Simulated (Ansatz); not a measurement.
Method: DFT PBE, scalar-relativistic, plane waves, PAW in Ansatz. All cells share a 420 eV cutoff and Γ-centred k meshes spaced at most about 0.3 Å⁻¹ (about 0.25 or finer for metals, 2π included). No spin polarisation.

Temperature and zero-point effects are left out.

Two forms of In2GaP3 were relaxed alike.

A.

```yaml
crystal:
  lattice:
    - [-1.92234, 1.92234, 8.11862]
    - [1.92234, -1.92234, 8.11862]
    - [1.92234, 1.92234, -8.11862]
  atoms:
    - { symbol: In, position: [0.83341, 0.83341, 0.00000] }
    - { symbol: In, position: [0.16659, 0.16659, 0.00000] }
    - { symbol: Ga, position: [0.50000, 0.50000, 0.00000] }
    - { symbol: P, position: [0.00000, 0.00000, 0.00000] }
    - { symbol: P, position: [0.66101, 0.66101, 0.00000] }
    - { symbol: P, position: [0.33899, 0.33899, 0.00000] }
```

B.

```yaml
crystal:
  lattice:
    - [3.83404, 0.00000, 0.00000]
    - [-1.91702, 3.32037, 0.00000]
    - [0.00000, 0.00000, 9.35808]
  atoms:
    - { symbol: In, position: [0.33333, 0.66667, 0.67367] }
    - { symbol: In, position: [0.66667, 0.33333, 0.32633] }
    - { symbol: Ga, position: [0.00000, 0.00000, 0.00000] }
    - { symbol: P, position: [0.00000, 0.00000, 0.50000] }
    - { symbol: P, position: [0.33333, 0.66667, 0.14819] }
    - { symbol: P, position: [0.66667, 0.33333, 0.85181] }
```

Question: Which form is favoured at zero pressure, and by what margin per atom?

Answer: B is lower, by 19 meV/atom. A has In and Ga ordered on rock salt sites, space group I4/mmm (No. 139), 20.0 Å³/atom and no gap on its mesh; B has In and Ga ordered on rock salt sites, space group P-3m1 (No. 164), 19.9 Å³/atom and no gap. In A, around In lie 6 P at 2.71–2.80 Å; Ga has 6 P at 2.61–2.72 Å; P on a site of symmetry 4/mmm is surrounded by 2 In at 2.71 Å and 4 Ga at 2.72 Å; 1 more site not described. In B, In is surrounded by 6 P at 2.75–2.77 Å; around Ga lie 6 P at 2.61 Å; around P on a site of symmetry -3m lie 6 In at 2.75 Å; 1 more site not described. Both come from invented guesses. The lowest form computed isn't among them: it has In and Ga ordered on zinc blende sites, space group P3m1 (No. 156), 24.6 Å³/atom and lies 284 meV/atom below the best shown.

The k mesh leaves some 4 meV/atom of noise in the energy of each metallic cell. Cells relaxed within their symmetry can be saddle points. Some types were kept out of the candidates beforehand, so the set may lack a known form.

B is favoured over A by 19 meV/atom, but this ranks two unfavourable structures: the ordered zinc blende form lies another 284 meV/atom lower. That larger gap reflects the bonding. With four valence electrons per atom on average, a III-V phosphide fills its bonding sp³ states in a tetrahedral network, whereas octahedral sites give longer, weaker bonds and, here, no gap. Rock salt packing pays off only through its smaller volume, which fits its familiar role as a high-pressure structure in this family.

The preference for B probably comes from the size mismatch between In and Ga. In A, both cations share square layers of one lattice constant, which stretches four of the Ga–P bonds to 2.72 Å while two stay at 2.61 Å. In B, the P layers can shift along the stacking axis, so all six Ga–P bonds keep 2.61 Å and In retains its longer ones. Since A and B have nearly equal volumes, moderate pressure should barely change their order. Stability against separation into InP and GaP remains untested.
